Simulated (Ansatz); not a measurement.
# GaCuSe2 (element-swapped structure): how the settings move a single-point run

Aim: see which settings change the result for GaCuSe2 (element-swapped structure), by how much, and at what cost.

Method: reference: DFT PBE, plane waves, PAW, scalar-relativistic, no spin polarisation, in Ansatz 0.2.0.

### Step 1. Starting point

Symmetry: I-42d, No. 122, tetragonal system. The conventional cell has a = 5.797 Å, b = 5.797 Å, c = 10.560 Å, α = 90.00°, β = 90.00°, γ = 90.00°. Around Cu (site symmetry -4) lie 4 Se at 2.51 Å. Ga (site symmetry -4) has 4 Se at 2.37 Å as nearest neighbours. Se (site symmetry 2) has 2 Ga at 2.37 Å and 2 Cu at 2.51 Å as nearest neighbours.

Coordinates:

```xyz
8
Lattice="0.0000 5.7972 0.0000 5.7972 0.0000 0.0000 2.8986 2.8986 -5.2799" Properties=species:S:1:pos:R:3 pbc="T T T"
Cu    0.0000    0.0000    0.0000
Cu    2.8986    5.7972   -2.6400
Ga    2.8986    2.8986    0.0000
Ga    5.7972    2.8986   -2.6400
Se    4.4639    4.3479   -3.9599
Se    1.4493    4.2320   -1.3200
Se    7.1306    7.2465   -3.9599
Se    4.3479    1.5653   -1.3200
```

### Step 2. Reference

Input file input.yaml:

```yaml
crystal:
  lattice:
    - [0.0, 5.797224, 0.0]
    - [5.797224, 0.0, 0.0]
    - [2.898612, 2.898612, -5.279909]
  atoms:
    - { symbol: Cu, position: [0.0, 0.0, 0.0] }
    - { symbol: Cu, position: [0.75, 0.25, 0.5] }
    - { symbol: Ga, position: [0.5, 0.5, 0.0] }
    - { symbol: Ga, position: [0.25, 0.75, 0.5] }
    - { symbol: Se, position: [0.375, 0.395, 0.75] }
    - { symbol: Se, position: [0.605, 0.125, 0.25] }
    - { symbol: Se, position: [0.875, 0.855, 0.75] }
    - { symbol: Se, position: [0.145, 0.625, 0.25] }
  symmetry: { tolerance: 0.0003 }
kpoints:
  mp_grid: { grid: [4, 4, 4], shift: [0, 0, 0] }
magnetization:
  spin_polarized: false
scf:
  occupations: { method: gaussian, width: 0.0713 }
hamiltonian:
  pseudopotentials: { kind: paw }
  xc: pbe
basis:
  ecutwfc: 420
output:
  forces: true
  stress: true
  eigenvalues: true
```

Command:

```
ansatz run input.yaml --threads 1 --pin off --max-ram 2560MiB --backend cpu --events-out ev --progress --plain --runs-dir out
```

Standard output (excerpt; [...] marks lines left out):

```text
Warning: RAYON_NUM_THREADS=1 ignored (pool sized by the plan → 1); use --threads N
[...]
Pseudopotentials: kind: paw
Pseudopotential: Cu, paw, valence charge 19, recommended cutoff 420 eV (normal), Cu.paw.azcp
Pseudopotential: Ga, paw, valence charge 13, recommended cutoff 420 eV (normal), Ga.paw.azcp
Pseudopotential: Se, paw, valence charge 16, recommended cutoff 420 eV (normal), Se.paw.azcp
Functional definition: PBE
[...]
Crystal: 8 atoms, lattice volume = 177.446 Å³
Basis set: ecut = 420 eV, 3505 PW (Γ), exchange–correlation on 80×80×90 points (8 copies of the dense FFT grid, shifted against one another)
Bands: 77, of which v1, the nominal top of the filled ones, is band 64 counted from 1 (63 counted from 0)
Symmetry: 8 space group operations
Space group: I-42d (ITA 122), of the structure as read, at distance tolerance 1.7e-3 Å
k-points: 13 of 64 (time reversal used)
[...]
SCF iter   1: F=—  HF=-42696.053336 eV  |F-HF|=—  |Δ(HF+E_count)|=         —  Δρ=7.87e-4  dr2=9.18e-4  ethr=1.77e-3  ⟨swp⟩=5.7  Hψ=3441  notcnv=0  defer=10
[...]
SCF iter   7: F=-42696.054691 eV  HF=-42696.054691 eV  |F-HF|=7.00e-8  |Δ(HF+E_count)|=   1.04e-6  Δρ=5.53e-6  dr2=7.46e-8  ethr=7.81e-11  ⟨swp⟩=6.1  Hψ=4074  notcnv=0
[...]
SCF converged after 7 iterations
Free energy (F): -42696.054691 eV
[...]
E sigma→0 (E₀):  -42696.054690 eV
Entropy (-TS):   -0.000003 eV (-0.000 meV/atom)
Fermi energy:    8.657920 eV
[...]
--- Forces (eV/Å), atoms counted from 1 ---
  atom   1  Cu    -0.00000000    -0.00000000     0.00000000
  atom   2  Cu    -0.00000000    -0.00000000     0.00000000
  atom   3  Ga    -0.00000000    -0.00000000     0.00000000
  atom   4  Ga    -0.00000000    -0.00000000     0.00000000
  atom   5  Se    -1.28006147     0.00000000     0.00000000
  atom   6  Se     0.00000000     1.28006147    -0.00000000
  atom   7  Se     1.28006147     0.00000000    -0.00000000
  atom   8  Se     0.00000000    -1.28006147    -0.00000000
[...]
--- Stress (GPa, compression-positive) ---
        1.976457       0.000000      -0.000000
        0.000000       1.976457      -0.000000
       -0.000000      -0.000000       3.855760
  P = ⅓ Tr σ = 2.6029 GPa (26.029 kbar)
--- Band table (eV; the first three rows and the last of 13) ---
[...]
```

Wall time 14 s (1 thread of Arm Neoverse V1, shared host); peak memory 0.47 GiB.

### Step 3. A run with other settings

Changes to input.yaml since step 2:

```diff
@@ -21,2 +21,3 @@
   occupations: { method: gaussian, width: 0.0713 }
+  convergence: { dr2_threshold: 0.0001 }
 hamiltonian:
```

Command:

```
ansatz run input.yaml --threads 1 --pin off --max-ram 2560MiB --backend cpu --events-out ev --progress --plain --runs-dir out
```

Standard output (excerpt; [...] marks lines left out):

```text
Warning: scf.convergence.dr2_threshold = 1e-4 eV is looser than this run's default, which is 1e-7 eV or tighter. The error in the forces grows as the threshold's square root, so leave the key out unless less accurate forces are enough
Warning: output.stress: scf.convergence.dr2_threshold = 1e-4 eV is looser than the 8e-10 eV advised for a printed stress (1e-10 eV for each atom of the cell: 8). What an SCF threshold leaves in a stress goes as its square root, and in the free energy as the threshold itself, and one [...]
Warning: RAYON_NUM_THREADS=1 ignored (pool sized by the plan → 1); use --threads N
[...]
Pseudopotentials: kind: paw
Pseudopotential: Cu, paw, valence charge 19, recommended cutoff 420 eV (normal), Cu.paw.azcp
Pseudopotential: Ga, paw, valence charge 13, recommended cutoff 420 eV (normal), Ga.paw.azcp
Pseudopotential: Se, paw, valence charge 16, recommended cutoff 420 eV (normal), Se.paw.azcp
Functional definition: PBE
[...]
Crystal: 8 atoms, lattice volume = 177.446 Å³
Basis set: ecut = 420 eV, 3505 PW (Γ), exchange–correlation on 80×80×90 points (8 copies of the dense FFT grid, shifted against one another)
[...]
k-points: 13 of 64 (time reversal used)
[...]
SCF iter   1: F=—  HF=-42696.053336 eV  |F-HF|=—  |Δ(HF+E_count)|=         —  Δρ=7.87e-4  dr2=9.18e-4  ethr=1.77e-3  ⟨swp⟩=5.7  Hψ=3441  notcnv=0  defer=10
[...]
SCF iter   6: F=-42696.054691 eV  HF=-42696.054690 eV  |F-HF|=9.09e-7  |Δ(HF+E_count)|=   3.16e-6  Δρ=2.06e-5  dr2=7.71e-7  ethr=2.30e-9  ⟨swp⟩=4.9  Hψ=3121  notcnv=0
[...]
SCF converged after 6 iterations
Free energy (F): -42696.054691 eV
[...]
E sigma→0 (E₀):  -42696.054690 eV
Entropy (-TS):   -0.000003 eV (-0.000 meV/atom)
Fermi energy:    8.657853 eV
[...]
--- Forces (eV/Å), atoms counted from 1 ---
  atom   1  Cu    -0.00000000    -0.00000000     0.00000000
  atom   2  Cu    -0.00000000    -0.00000000     0.00000000
  atom   3  Ga    -0.00000000    -0.00000000     0.00000000
  atom   4  Ga    -0.00000000    -0.00000000     0.00000000
  atom   5  Se    -1.28002603     0.00000000     0.00000000
  atom   6  Se     0.00000000     1.28002603    -0.00000000
  atom   7  Se     1.28002603     0.00000000    -0.00000000
  atom   8  Se     0.00000000    -1.28002603    -0.00000000
[...]
--- Stress (GPa, compression-positive) ---
        1.976336       0.000000      -0.000000
        0.000000       1.976336      -0.000000
       -0.000000      -0.000000       3.855563
  P = ⅓ Tr σ = 2.6027 GPa (26.027 kbar)
--- Band table (eV; the first three rows and the last of 13) ---
[...]
```

It took 15 s on 1 thread of Arm Neoverse V1, shared host; peak memory 0.47 GiB.

### Step 4. A look at that input

This run ends as converged, with warnings (force scf threshold loose, stress scf threshold loose). Its log warns: «scf.convergence.dr2_threshold = 1e-4 eV is looser than this run's default, which is 1e-7 eV or tighter. The error in the forces grows as the threshold's square root ...»

The threshold asked is loose, but the program put off the close and ended at dr2 = 7.7e-7, so little accuracy was lost here.

To undo it: delete scf.convergence.dr2_threshold (the default then holds).

Same state: the changed convergence setting leaves the energy within 0.5 meV/atom. Cost: 6 SCF cycles against 7.

### Step 5. Changed: ecutwfc 51.4 Ry

Changes to input.yaml since step 2:

```diff
@@ -25,3 +25,3 @@
 basis:
-  ecutwfc: 420
+  ecutwfc: "51.4 Ry"
 output:
@@ -30 +30,5 @@
   eigenvalues: true
+  write_density: true
+  write_potential: true
+  elf: true
+  volumetric_format: npy
```

Command:

```
ansatz run input.yaml --threads 1 --pin off --max-ram 2560MiB --backend cpu --events-out ev --progress --plain --runs-dir out
```

Standard output (excerpt; [...] marks lines left out):

```text
Warning: RAYON_NUM_THREADS=1 ignored (pool sized by the plan → 1); use --threads N
[...]
Pseudopotentials: kind: paw
Pseudopotential: Cu, paw, valence charge 19, recommended cutoff 420 eV (normal), Cu.paw.azcp
Pseudopotential: Ga, paw, valence charge 13, recommended cutoff 420 eV (normal), Ga.paw.azcp
Pseudopotential: Se, paw, valence charge 16, recommended cutoff 420 eV (normal), Se.paw.azcp
Functional definition: PBE
[...]
Crystal: 8 atoms, lattice volume = 177.446 Å³
Basis set: ecut = 699.3326265218916 eV, 7447 PW (Γ), exchange–correlation on 108×108×120 points (8 copies of the dense FFT grid, shifted against one another)
Bands: 77, of which v1, the nominal top of the filled ones, is band 64 counted from 1 (63 counted from 0)
Symmetry: 8 space group operations
Space group: I-42d (ITA 122), of the structure as read, at distance tolerance 1.7e-3 Å
k-points: 13 of 64 (time reversal used)
[...]
SCF converged after 8 iterations
Free energy (F): -42696.068470 eV
[...]
E sigma→0 (E₀):  -42696.068469 eV
Entropy (-TS):   -0.000002 eV (-0.000 meV/atom)
Fermi energy:    8.657231 eV
[...]
--- Forces (eV/Å), atoms counted from 1 ---
  atom   1  Cu    -0.00000000    -0.00000000     0.00000000
  atom   2  Cu    -0.00000000    -0.00000000     0.00000000
  atom   3  Ga    -0.00000000    -0.00000000     0.00000000
  atom   4  Ga    -0.00000000    -0.00000000     0.00000000
  atom   5  Se    -1.28016833     0.00000000     0.00000000
  atom   6  Se     0.00000000     1.28016833    -0.00000000
  atom   7  Se     1.28016833     0.00000000    -0.00000000
  atom   8  Se     0.00000000    -1.28016833    -0.00000000
[...]
--- Stress (GPa, compression-positive) ---
        1.974971       0.000000      -0.000000
        0.000000       1.974971      -0.000000
       -0.000000      -0.000000       3.853829
  P = ⅓ Tr σ = 2.6013 GPa (26.013 kbar)
--- Band table (eV; the first three rows and the last of 13) ---
[...]
```

It took 47 s on 1 thread of Arm Neoverse V1, shared host; peak memory 0.7 GiB.

Changing the cutoff moves the energy by -1.7 meV/atom. More plane waves (699.333 against 420 eV) lower the energy, so the reference carries about that much basis error.

### Step 6. Variant: starting moments, spin_polarized true, accuracy high

Input file input.yaml:

```yaml
crystal:
  lattice:
    - [0.0, 5.797224, 0.0]
    - [5.797224, 0.0, 0.0]
    - [2.898612, 2.898612, -5.279909]
  atoms:
    - { symbol: Cu, position: [0.0, 0.0, 0.0], spin: -2.0 }
    - { symbol: Cu, position: [0.75, 0.25, 0.5], spin: -1.0 }
    - { symbol: Ga, position: [0.5, 0.5, 0.0], spin: -0.5 }
    - { symbol: Ga, position: [0.25, 0.75, 0.5], spin: 2.0 }
    - { symbol: Se, position: [0.375, 0.395, 0.75], spin: -2.0 }
    - { symbol: Se, position: [0.605, 0.125, 0.25], spin: -4.0 }
    - { symbol: Se, position: [0.875, 0.855, 0.75], spin: -1.0 }
    - { symbol: Se, position: [0.145, 0.625, 0.25], spin: 4.0 }
  symmetry: { tolerance: 0.0003 }
kpoints:
  mp_grid: { grid: [4, 4, 4], shift: [0, 0, 0] }
magnetization:
  spin_polarized: true
scf:
  occupations: { method: gaussian, width: 0.0713 }
hamiltonian:
  pseudopotentials: { kind: paw }
  xc: pbe
basis:
  ecutwfc: 420
output:
  forces: true
  stress: true
  eigenvalues: true
  write_density: true
  write_potential: true
  elf: true
  volumetric_format: npy
accuracy: high
```

Command:

```
ansatz run input.yaml --threads 1 --pin off --max-ram 2560MiB --backend cpu --events-out ev --progress --plain --runs-dir out
```

Standard output (excerpt; [...] marks lines left out):

```text
Warning: RAYON_NUM_THREADS=1 ignored (pool sized by the plan → 1); use --threads N
[...]
Pseudopotentials: kind: paw
Pseudopotential: Cu, paw, valence charge 19, recommended cutoff 420 eV (normal), Cu.paw.azcp
Pseudopotential: Ga, paw, valence charge 13, recommended cutoff 420 eV (normal), Ga.paw.azcp
Pseudopotential: Se, paw, valence charge 16, recommended cutoff 420 eV (normal), Se.paw.azcp
Functional definition: PBE
[...]
Crystal: 8 atoms, lattice volume = 177.446 Å³
Basis set: ecut = 420 eV, 3505 PW (Γ), exchange–correlation on 90×90×108 points (8 copies of the dense FFT grid, shifted against one another)
Bands: 87, of which v1, the nominal top of the filled ones, is band 64 counted from 1 (63 counted from 0)
Symmetry: 1 space group operations
Space group: P1 (ITA 1), of the structure as read, at distance tolerance 1.7e-3 Å
Magnetic group: BNS 1.1 (UNI 1), of the structure as read, at distance tolerance 1.7e-3 Å
k-points: 36 of 64 (time reversal used)
[...]
Starting moments: Σ|m| = 16.5 μB on 8 of 8 sites
[...]
WARN: the starting moments were not kept: the SCF closed with an absolute magnetisation of 7.7e-6 μB, where they sum to 16.5 μB in size (8 sites). That is at most 0.1 of that sum. Measured as dr2_m measures the in/out step, that magnetisation stands 4.6e-12 eV from none, at or under the [...]
SCF converged after 20 iterations
Magnetization: -0.0000 μB (64.0000 up, 64.0000 down)
Absolute magnetization: 0.0000 μB (∫|ρ↑−ρ↓|, with the PAW one-centre terms)
Spin contamination: 0.0000 ħ² per cell (⟨S²⟩ above its minimum at these occupations)
[...]
Free energy (F): -42696.054691 eV
[...]
E sigma→0 (E₀):  -42696.054690 eV
Entropy (-TS):   -0.000003 eV (-0.000 meV/atom)
Fermi energy:    8.657975 eV
[...]
--- Forces (eV/Å), atoms counted from 1 ---
  atom   1  Cu    -0.00000001     0.00000001     0.00000002
  atom   2  Cu     0.00000000     0.00000001     0.00000002
  atom   3  Ga     0.00000001    -0.00000000     0.00000001
  atom   4  Ga    -0.00000000    -0.00000000    -0.00000001
  atom   5  Se    -1.28007617     0.00000013     0.00000019
  atom   6  Se     0.00000012     1.28007617    -0.00000018
  atom   7  Se     1.28007616    -0.00000012     0.00000019
  atom   8  Se    -0.00000012    -1.28007617    -0.00000018
[...]
--- Stress (GPa, compression-positive) ---
        1.976492       0.000000      -0.000000
        0.000000       1.976492      -0.000000
       -0.000000      -0.000000       3.855772
  P = ⅓ Tr σ = 2.6029 GPa (26.029 kbar)
--- Band table (eV; the first three rows and the last of 72) ---
[...]
```

Run time: 4.7 min. Hardware: 1 thread of Arm Neoverse V1, shared host; peak memory 1 GiB.

With the changed spin polarisation and accuracy level the energy stays within 0.5 meV/atom: no moment survives, so both runs end on the same non-magnetic state.

### Step 7. Changed: eigensolver.kind davidson

Changes to input.yaml since step 2:

```diff
@@ -21,2 +21,3 @@
   occupations: { method: gaussian, width: 0.0713 }
+  eigensolver: { kind: davidson }
 hamiltonian:
@@ -30 +31,5 @@
   eigenvalues: true
+  write_density: true
+  write_potential: true
+  elf: true
+  volumetric_format: npy
```

Command:

```
ansatz run input.yaml --threads 1 --pin off --max-ram 2560MiB --backend cpu --events-out ev --progress --plain --runs-dir out
```

Standard output (excerpt; [...] marks lines left out):

```text
Warning: RAYON_NUM_THREADS=1 ignored (pool sized by the plan → 1); use --threads N
[...]
Pseudopotentials: kind: paw
Pseudopotential: Cu, paw, valence charge 19, recommended cutoff 420 eV (normal), Cu.paw.azcp
Pseudopotential: Ga, paw, valence charge 13, recommended cutoff 420 eV (normal), Ga.paw.azcp
Pseudopotential: Se, paw, valence charge 16, recommended cutoff 420 eV (normal), Se.paw.azcp
Functional definition: PBE
[...]
Crystal: 8 atoms, lattice volume = 177.446 Å³
Basis set: ecut = 420 eV, 3505 PW (Γ), exchange–correlation on 80×80×90 points (8 copies of the dense FFT grid, shifted against one another)
Bands: 77, of which v1, the nominal top of the filled ones, is band 64 counted from 1 (63 counted from 0)
Symmetry: 8 space group operations
Space group: I-42d (ITA 122), of the structure as read, at distance tolerance 1.7e-3 Å
k-points: 13 of 64 (time reversal used)
[...]
SCF converged after 7 iterations
Free energy (F): -42696.054691 eV
[...]
E sigma→0 (E₀):  -42696.054690 eV
Entropy (-TS):   -0.000003 eV (-0.000 meV/atom)
Fermi energy:    8.657925 eV
[...]
--- Forces (eV/Å), atoms counted from 1 ---
  atom   1  Cu    -0.00000000    -0.00000000     0.00000000
  atom   2  Cu    -0.00000000    -0.00000000     0.00000000
  atom   3  Ga    -0.00000000    -0.00000000     0.00000000
  atom   4  Ga    -0.00000000    -0.00000000     0.00000000
  atom   5  Se    -1.28005759     0.00000000     0.00000000
  atom   6  Se     0.00000000     1.28005759    -0.00000000
  atom   7  Se     1.28005759     0.00000000    -0.00000000
  atom   8  Se     0.00000000    -1.28005759    -0.00000000
[...]
--- Stress (GPa, compression-positive) ---
        1.976495       0.000000      -0.000000
        0.000000       1.976495      -0.000000
       -0.000000      -0.000000       3.855785
  P = ⅓ Tr σ = 2.6029 GPa (26.029 kbar)
--- Band table (eV; the first three rows and the last of 13) ---
[...]
```

It took 30 s on 1 thread of Arm Neoverse V1, shared host; peak memory 0.46 GiB.

Energy and cycle count are those of the reference, so the change (solver) left the result and the number of cycles as they were.

### Step 8. Side by side

| run | ending | energy change | pressure (GPa) | gap (eV) | force (eV/Å) | cycles | time |
| --- | --- | --- | --- | --- | --- | --- | --- |
| reference | converged | 0 | 2.6 | 0.35 | 1.28 | 7 | 14 s |
| 1: dr2_threshold 0.0001 | converged | 0.0 meV/atom | 2.6 | 0.35 | 1.28 | 6 | 15 s |
| 2: ecutwfc 51.4 Ry | converged | -1.7 meV/atom | 2.6 | 0.36 | 1.28 | 8 | 47 s |
| 3: starting moments, spin_polarized true, accuracy high | converged | 0.0 meV/atom | 2.6 | 0.36 | 1.28 | 20 | 4.7 min |
| 4: eigensolver.kind davidson | converged | 0.0 meV/atom | 2.6 | 0.35 | 1.28 | 7 | 30 s |

Times don't compare one to one where runs were asked for different outputs or read a saved state (see the inputs); cycles may leave out searches for a lower state.

Residual by cycle in the longest SCF loop of each run; runs are numbered as in the table. The quantity is the density residual dr2, in eV.

| cycle | reference | run 1 | run 2 | run 3 | run 4 |
| --- | --- | --- | --- | --- | --- |
| 1 | 9.2e-4 | 9.2e-4 | 0.00112 | 112 | 0.00106 |
| 3 | 2.8e-4 | 2.8e-4 | 1.1e-4 | 1.93 | 2.6e-4 |
| 4 | 1.7e-5 | 1.7e-5 | 2.4e-5 | 0.5 | 9.9e-6 |
| 6 | 7.7e-7 | 7.7e-7 | 3.2e-6 | 0.163 | 2.4e-7 |
| 8 | - | - | 3.7e-8 | 0.00353 | - |
| 10 | - | - | - | 0.00167 | - |
| 11 | - | - | - | 5.2e-4 | - |
| 13 | - | - | - | 5.2e-5 | - |
| 15 | - | - | - | 5.6e-7 | - |
| 17 | - | - | - | 9.2e-9 | - |
| 18 | - | - | - | 1.0e-9 | - |
| 20 | - | - | - | 7.0e-11 | - |

**Reading.** Of the converged runs whose energies compare with the reference's, «ecutwfc 51.4 Ry» moves the energy most (-1.7 meV/atom).

The reference is no final answer either: the structure is made up and not relaxed.
